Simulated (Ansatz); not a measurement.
The system is In.

```
In
1.0
    -1.62547    1.62547    2.47370
     1.62547   -1.62547    2.47370
     1.62547    1.62547   -2.47370
In
1
Direct
  0.00000 0.00000 0.00000
```

```yaml
Program: Ansatz 0.2.0
Task: relaxation of cell and atoms
Functional: PBEsol0
Potentials_or_basis: Ansatz PAW
Cutoff: "420 eV (not typed: the program's choice for these potentials)"
k_mesh: 6 × 6 × 6
Occupations: fermi-dirac, width 0.05 eV
Spin: no spin polarisation
```

At the start: volume 26.14 Å³/atom.

Q: Where does the relaxation end?

A: It ends after 5 steps and the volume is 25.28 Å³/atom (-3.3 %); space group I4/mmm (No. 139, to 0.05 Å).

The path:
```
step  energy change (eV)  largest force (eV/Å)  volume (Å³)
   1              0.0000                0.0000        26.14
   2             -0.0089                0.0000        25.26
   3             -0.0093                0.0000        25.30
   4             -0.0093                0.0000        25.28
   5             -0.0091                0.0000        25.28
```

Final structure:
```cif
data_structure
_symmetry_space_group_name_H-M 'P 1'
_symmetry_Int_Tables_number 1
_cell_length_a 3.3588
_cell_length_b 3.3588
_cell_length_c 3.3588
_cell_angle_alpha 123.398
_cell_angle_beta 123.398
_cell_angle_gamma 84.208
_cell_volume 25.28
loop_
_atom_site_label
_atom_site_type_symbol
_atom_site_fract_x
_atom_site_fract_y
_atom_site_fract_z
_atom_site_occupancy
In1 In 0.00000 0.00000 0.00000 1
```

Caveat: the k mesh is coarse (spacing up to 0.46 Å⁻¹), so the values aren't converged, least of all with exact exchange; the plane-wave basis is chosen anew once the cell has moved, so the energies of steps on either side of that aren't comparable; the PAW data sets come from PBE, with cores solved anew for the run's functional, which leaves a small shift of forces and pressure.
